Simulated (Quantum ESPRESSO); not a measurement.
Sb:

```
Sb
1.0
     3.16000    0.00000    0.00000
     0.00000    3.16000    0.00000
     0.00000    0.00000    3.16000
Sb
1
Cartesian
  0.0000 0.0000 0.0000
```

This isn't the form of Sb at room conditions, which is rhombohedral.

```yaml
Program: Quantum ESPRESSO 7.5
Task: relaxation of cell and atoms
Functional: PBEsol
Dispersion: D4
Potentials_or_basis: GBRV 1.5 PBEsol
Cutoff: 612 eV
Density_cutoff: 4898 eV
k_mesh: 8 × 8 × 8
Occupations: fermi-dirac, width 0.05 eV
Spin: no spin polarisation
```

At the start: pressure -6.2 GPa; volume 31.55 Å³/atom.

How do energy, volume and symmetry change on relaxing?

Over 17 steps the energy falls by 68.9 meV/atom and the volume is 28.16 Å³/atom (-10.7 %); space group Pm-3m (No. 221, to 0.05 Å).

The path:
| step | energy change (eV) | largest force (eV/Å) | pressure (GPa) | volume (Å³) |
| --- | --- | --- | --- | --- |
| 1 | 0.0000 | 0.0000 | -6.19 | 31.55 |
| 2 | -0.0368 | 0.0000 | -4.60 | 30.42 |
| 3 | -0.0680 | 0.0000 | -1.08 | 28.57 |
| 4 | -0.0496 | 0.0000 | 3.92 | 26.68 |
| 5 | -0.0529 | 0.0000 | 3.53 | 26.81 |
| 6 | -0.0583 | 0.0000 | 2.81 | 27.06 |
| 7 | -0.0638 | 0.0000 | 1.83 | 27.41 |
| 8 | -0.0678 | 0.0000 | 0.72 | 27.83 |
| 9 | -0.0689 | 0.0000 | -0.40 | 28.29 |
| 10 | -0.0689 | 0.0000 | -0.40 | 28.28 |
| 11 | -0.0689 | 0.0000 | -0.39 | 28.27 |
| 12 | -0.0689 | 0.0000 | -0.35 | 28.26 |
| 13 | -0.0689 | 0.0000 | -0.32 | 28.25 |
| 14 | -0.0690 | 0.0000 | -0.28 | 28.23 |
| 15 | -0.0690 | 0.0000 | -0.23 | 28.21 |
| 16 | -0.0690 | 0.0000 | -0.17 | 28.19 |
| 17 | -0.0689 | 0.0000 | -0.11 | 28.16 |

Final structure:
```cif
data_structure
_symmetry_space_group_name_H-M 'P 1'
_symmetry_Int_Tables_number 1
_cell_length_a 3.0425
_cell_length_b 3.0425
_cell_length_c 3.0425
_cell_angle_alpha 90.000
_cell_angle_beta 90.000
_cell_angle_gamma 90.000
_cell_volume 28.16
loop_
_atom_site_label
_atom_site_type_symbol
_atom_site_fract_x
_atom_site_fract_y
_atom_site_fract_z
_atom_site_occupancy
Sb1 Sb 0.00000 0.00000 0.00000 1
```

Caveat: pairwise dispersion overbinds metals, which lowers pressure and volume.
